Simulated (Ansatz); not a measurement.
Consider SrF2 in the fluorite structure (space group Fm-3m, No. 225).

```xyz
3
Lattice="0.0000 2.9286 2.9286 2.9286 0.0000 2.9286 2.9286 2.9286 0.0000" Properties=species:S:1:pos:R:3 pbc="T T T"
Sr     0.0000     0.0000     0.0000
F      1.4643     1.4643     1.4643
F      4.3930     4.3930     4.3930
```

Cartesian axes are those of the cell as printed.

Level of theory: Ansatz (a first-principles code), PBE, PAW, cutoff 420 eV, spin-orbit coupling left out.

Base values:

The pressure is 0.00 GPa. The band gap is 6.78 eV.

It is then changed as follows: uniaxial strain ε_zz = +3.62 %, all other strain components held at zero; the atoms relax in the strained cell.

**Question.** How does this affect the pressure and band gap?

**Answer.** The pressure (mean of the normal stresses, compression positive) goes from zero to -2.13 GPa; the band gap falls by 0.26 eV to 6.52 eV.

Whether these cells are dynamically stable was not tested.
